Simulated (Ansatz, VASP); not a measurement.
**Si in VASP and in Ansatz**

INCAR

```
  PREC = Accurate
  ENCUT = 520
  EDIFF = 1E-8
  ISMEAR = -1
  SIGMA = 0.05
  LREAL = False
  LASPH = True
  NELM = 80
  ALGO = Normal
  ISIF = 2
  LWAVE = False
  LCHARG = False
  GGA = CA
  LEFG = True
  NBANDS = 11
```

The input KPOINTS:

```
regular mesh
0
Gamma
  16 16 16
```

POSCAR

```
Si
1.0
   -2.2960200000      2.4158700000      1.2750000000
    2.2960200000     -2.4158700000      1.2750000000
    2.2960200000      2.4158700000     -1.2750000000
Si
2
Direct
    0.8070000000      0.5570000000      0.2500000000
    0.1930000000      0.4430000000      0.7500000000
```

Input for Ansatz:

```yaml
crystal:
  lattice:
    - [-2.29602, 2.41587, 1.275]
    - [2.29602, -2.41587, 1.275]
    - [2.29602, 2.41587, -1.275]
  atoms:
    - { symbol: Si, position: [0.807, 0.557, 0.25] }
    - { symbol: Si, position: [0.193, 0.443, 0.75] }
kpoints:
  mp_grid: { grid: [16, 16, 16] }
scf:
  occupations: { method: fermi_dirac, width: 0.05 }
hamiltonian:
  xc: lda
  pseudopotentials: { kind: paw }
output:
  forces: true
  stress: true
  eigenvalues: true
  efg: { contact_densities: true }
```

Change from the starting cell: equal xx and yy strain of +2 %, PAW files.

Alike in both runs: task electric field gradients; functional LDA; k mesh 16 × 16 × 16; occupations fermi-dirac, width 0.05 eV; no spin polarisation.

|  | VASP | Ansatz |
| --- | --- | --- |
| version | VASP 6.6.1 | Ansatz 0.2.0 |
| potentials or method | VASP PAW LDA potentials, release 64 (Si) | PAW with Ansatz's default frozen-core files, scalar-relativistic |
| plane-wave cutoff (eV) | 520 | 420 |
| valence electrons in the cell | 8 | 8 |

```csv
,VASP,Ansatz,Ansatz less VASP
pressure (GPa),4.9,4.8,-0.11
largest component of the traceless stress (GPa),1.03,1.03,-0.003
rms of the force components (eV/Å),0.025,0.025,-0.0003
Vzz of the field gradient on the site that differs most (V/Å²),-23.2,-22.9,+0.31
```

Atom by atom the forces differ by 0.000 eV/Å (rms over components).
